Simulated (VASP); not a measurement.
Crystal: HgSe (mp).

```
Hg Se
1.0
     0.00000    3.03900    3.03900
     3.03900    0.00000    3.03900
     3.03900    3.03900    0.00000
Hg Se
1 1
Direct
  0.00000 0.00000 0.00000
  0.25000 0.25000 0.25000
```

```yaml
Program: VASP 6.6.1
Task: relaxation of cell and atoms
Functional: PBE
Potentials_or_basis: VASP PAW PBE potentials, release 64 (Hg, Se)
Cutoff: 600 eV
k_mesh: 12 × 12 × 12
Occupations: methfessel-paxton, width 0.2 eV
Spin: no spin polarisation
```

At the start: pressure 5.0 GPa; volume 28.07 Å³/atom.

Q: How do energy, volume and symmetry change on relaxing?

A: Over 7 steps the energy falls by 39.2 meV/atom and the volume is 30.80 Å³/atom (+9.7 %); space group F-43m (No. 216, to 0.05 Å).

Step by step:
| step | energy change (eV) | largest force (eV/Å) | pressure (GPa) | volume (Å³) |
| --- | --- | --- | --- | --- |
| 1 | 0.0000 | 0.0000 | 5.05 | 56.13 |
| 2 | -0.0701 | 0.0000 | -1.26 | 63.63 |
| 3 | -0.0784 | 0.0000 | 0.02 | 61.58 |
| 4 | -0.0783 | 0.0000 | -0.08 | 61.69 |
| 5 | -0.0784 | 0.0000 | 0.07 | 61.56 |
| 6 | -0.0784 | 0.0000 | -0.02 | 61.62 |
| 7 | -0.0784 | 0.0000 | 0.00 | 61.60 |

Final structure:
```yaml
crystal:
  lattice:
    - [0.00000, 3.13469, 3.13469]
    - [3.13469, 0.00000, 3.13469]
    - [3.13469, 3.13469, 0.00000]
  atoms:
    - { symbol: Hg, position: [0.00000, 0.00000, 0.00000] }
    - { symbol: Se, position: [0.25000, 0.25000, 0.25000] }
```
